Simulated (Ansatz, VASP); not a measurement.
Ir in VASP and in Ansatz

```
CELL_PARAMETERS angstrom
0.00000 1.91560 1.91560
1.91560 0.00000 1.91560
1.91560 1.91560 0.00000
ATOMIC_POSITIONS crystal
Ir 0.00000 0.00000 0.00000
```

Alike in both runs: task single point; functional RPBE; k mesh 12 × 12 × 12; occupations gaussian, width 0.02 eV; no spin polarisation.

|  | VASP | Ansatz |
| --- | --- | --- |
| version | VASP 6.6.1 | Ansatz 0.2.0 |
| potentials or method | VASP PAW PBE potentials, release 64 (Ir) | Ansatz PAW |
| plane-wave cutoff (eV) | 520 | 420 |
| valence electrons in the cell | 9 | 17 |

Ansatz gave:

```
gap on the k mesh at the Fermi level (eV) : none
pressure (GPa)                            : 15.4
```

**Question.** Estimate VASP's values.

**Answer.** gap on the k mesh at the Fermi level (eV): none; pressure (GPa): 15.9.

A gap of «none» marks a metal or a gap that the smearing closes. The functional is the same, so the differences come from potentials, cutoffs and numerics. The two sets of potentials don't hold the same shells in valence.

Caveats: so large a pressure means that the cell lies far from this level's equilibrium, or that cutoff or potentials fall short; the potentials were made for another functional, which shifts forces and pressure (VASP); the PAW data sets come from PBE, with cores solved anew for the run's functional, which leaves a small shift of forces and pressure (Ansatz). Spin-orbit coupling is left out, which matters for the levels of Ir.
